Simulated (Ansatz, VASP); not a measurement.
**Two plane-wave programs on Bi**

```
Bi
1.0
     3.50656    0.00000    0.00000
    -1.75328    3.03677    0.00000
     0.00000    0.00000    3.27644
Bi
1
Cartesian
  0.0000 0.0000 0.0000
```

Alike in both runs: task single point; functional r2SCAN; k mesh 6 × 6 × 6; occupations gaussian, width 0.1 eV; no spin polarisation.

|  | VASP | Ansatz |
| --- | --- | --- |
| version | VASP 6.6.1 | Ansatz 0.2.0 |
| potentials or method | VASP PAW PBE potentials, release 64 (Bi_d) | scalar-relativistic, plane waves, PAW |
| plane-wave cutoff (eV) | 520 | 500 |
| valence electrons in the cell | 15 | 15 |

Ansatz gave:

| Property | Result |
| --- | --- |
| gap on the k mesh at the Fermi level (eV) | none |
| pressure (GPa) | -2.6 |
| largest component of the traceless stress (GPa) | 3.09 |

**Question.** Estimate VASP's values.

**Answer.** gap on the k mesh at the Fermi level (eV): none; pressure (GPa): -2.7; largest component of the traceless stress (GPa): 3.08.

A gap of «none» marks a metal or a gap that the smearing closes. The functional is the same, so the differences come from potentials, cutoffs and numerics.

Caveats: the PAW data sets were made with another functional, which shifts forces and pressure a little (VASP); spin-orbit coupling is left out, which moves the levels of the heavy elements.
